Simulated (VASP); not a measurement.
Input of a VASP 6.6.1 run:

Contents of INCAR:

```
SYSTEM = O
  ALGO = Fast
  EDIFF = 1E-6
  ENCUT = 520
  GGA = PS
  ISIF = 2
  ISMEAR = -1
  LASPH = .TRUE.
  LCHARG = .TRUE.
  LELF = .TRUE.
  LREAL = .FALSE.
  LVHAR = .TRUE.
  LWAVE = .FALSE.
  NBANDS = 13
  NELM = 100
  PREC = Accurate
  SIGMA = 0.05
```

The input KPOINTS:

```
k-points
0
G
  3 3 3
  0 0 0
```

POSCAR

```
O
1.0
    2.8514028500     -1.6624159400      0.0000000000
    2.8514028500      1.6624159400      0.0000000000
   -2.3944914000      0.0000000000      3.6470501800
O
2
Direct
    0.0254538300      0.0254538300      0.1555740200
    0.9745461700      0.9745461700      0.8444259800
```

Potentials or basis: VASP PAW PBE potentials, release 64 (O).

Launch:

```console
$ cat potpaw_PBE.64/O/POTCAR > POTCAR
$ mpirun -np 1 vasp_std > vasp.out
```

Task: What does it give for the largest force?

Result: 0.412 eV/Å.

Task: Predict the pressure.

Result: -1.6 GPa.

Stress tensor (GPa, compression positive):
```
-0.24  0.00  0.16
 0.00 -4.05  0.00
 0.16  0.00 -0.39
```

Caveat: the k mesh is coarse (spacing up to 0.77 Å⁻¹), so the values aren't converged; the standard files for N, O and F lose accuracy on very short bonds; spin is off for a triplet molecule; the PAW data sets were made with another functional, which shifts forces and pressure a little.
